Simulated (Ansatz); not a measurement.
InSe (R3m) from a database of computed structures (r2SCAN+rVV10 geometry), in Ansatz:

```
In Se
1.0
     2.01055    1.16079    8.41075
    -2.01055    1.16079    8.41075
     0.00000   -2.32159    8.41075
In Se
2 2
Cartesian
  0.0000 0.0000 2.8082
  0.0000 0.0000 0.0228
  0.0000 0.0000 15.5780
  0.0000 0.0000 20.8953
```

G0W0@r2SCAN with 872 empty bands, a screening cutoff of 220 eV and a 6×6×6 mesh (PAW, contour deformation) gives 1.336 eV over the mesh points, from an r2SCAN gap of 0.822 eV; it sums over 901 bands with 867 plane waves in the screening and a wave cutoff of 500 eV. The G0W0 figures hold for the stated bands, cutoff and mesh and aren't extrapolated. The values are computed, spin-unpolarised, and not measurements.

Question: Estimate the gap with empty bands 351, screening cutoff 120 eV.

Answer: 1.341 eV (+0.005 eV), from a Kohn-Sham gap of 0.822 eV.

Question: Estimate the gap with starting point HSE06, with them a wave cutoff of 420 eV.

Answer: 1.497 eV (+0.161 eV), from a Kohn-Sham gap of 1.135 eV.

Question: Another run gave a Kohn-Sham gap of 0.399 eV and a G0W0 gap of 1.059 eV, summing over 901 bands with 867 plane waves in the screening and a wave cutoff of 420 eV. What was changed?

Answer: Starting point PBE, with them a wave cutoff of 420 eV. The Kohn-Sham gap has moved while bands and screening basis stay; the higher wave cutoff is that of a meta-GGA.

No spin-orbit coupling is included; it can move band edges with weight on the heavy atoms by tenths of an eV.

With a shallow d shell on the cation, G0W0 converges slowly in bands and cutoff, so these values are in doubt.
